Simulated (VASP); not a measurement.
The system is Bi.

```
CELL_PARAMETERS angstrom
3.68484 0.00000 0.00000
-1.84242 3.19117 0.00000
0.00000 0.00000 6.01858
ATOMIC_POSITIONS crystal
Bi 0.33333 0.66667 0.75000
Bi 0.66667 0.33333 0.25000
```

The cell was built by a generator and needn't be a form met in nature.

- Program: VASP 6.6.1
- Task: relaxation of cell and atoms
- Functional: PBE
- Potentials or basis: VASP PAW PBE potentials, release 64 (Bi_d)
- Cutoff: 600 eV
- k mesh: 6 × 6 × 4
- Occupations: gaussian, width 0.05 eV
- Spin: no spin polarisation

At the start: pressure -5.0 GPa; volume 35.39 Å³/atom.

Problem. Where does the relaxation end?

Solution. Over 4 steps the energy falls by 72.7 meV/atom and the volume is 31.33 Å³/atom (-11.5 %); space group P6_3/mmc (No. 194, to 0.05 Å).

Step by step:
```
step  energy change (eV)  largest force (eV/Å)  pressure (GPa)  volume (Å³)
   1              0.0000                0.0000           -4.97        70.77
   2             -0.1251                0.0000            2.52        60.10
   3             -0.1431                0.0000            0.07        62.62
   4             -0.1453                0.0000            0.00        62.65
```

Final structure:
```cif
data_structure
_symmetry_space_group_name_H-M 'P 1'
_symmetry_Int_Tables_number 1
_cell_length_a 3.5109
_cell_length_b 3.5109
_cell_length_c 5.8689
_cell_angle_alpha 90.000
_cell_angle_beta 90.000
_cell_angle_gamma 120.000
_cell_volume 62.65
loop_
_atom_site_label
_atom_site_type_symbol
_atom_site_fract_x
_atom_site_fract_y
_atom_site_fract_z
_atom_site_occupancy
Bi1 Bi 0.33333 0.66667 0.75000 1
Bi2 Bi 0.66667 0.33333 0.25000 1
```
